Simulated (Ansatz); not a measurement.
**PtSe2 (Sudovikovite) in Ansatz: the effect of exact exchange**

Crystal: PtSe2 (Sudovikovite).

```
Pt Se
1.0
     3.72400    0.00000    0.00000
    -1.86200    3.22508    0.00000
     0.00000    0.00000    5.06200
Pt Se
1 2
Direct
  0.00000 0.00000 0.00000
  0.66667 0.33333 0.75000
  0.33333 0.66667 0.25000
```

Alike in all runs:

- Program: Ansatz 0.2.0
- Task: single point
- Functional: HSE06 form with a typed share of exact exchange
- Potentials or basis: Ansatz PAW
- Cutoff: 420 eV (not typed: the program's choice for these potentials)
- k mesh: 4 × 4 × 3
- Occupations: fermi-dirac, width 0.05 eV
- Spin: no spin polarisation

One run gave: pressure -0.1 GPa; largest force 0.20 eV/Å. Which exact exchange did it use?
A. 0.3
B. 0.15
C. 0.05
D. 0.4
E. 0.2

D.

```tsv
exact exchange	pressure (GPa)	largest force (eV/Å)
0.05	6.1	0.41
0.1	5.1	0.32
0.15	4.2	0.23
0.2	3.4	0.15
0.25	2.5	0.06
0.3	1.6	0.02
0.4	-0.1	0.20
0.5	-1.8	0.41
```

Caveats: all runs use coarse meshes; the PAW data sets come from PBE, with cores solved anew for the run's functional, which leaves a small shift of forces and pressure; the thresholds are loose for stress.
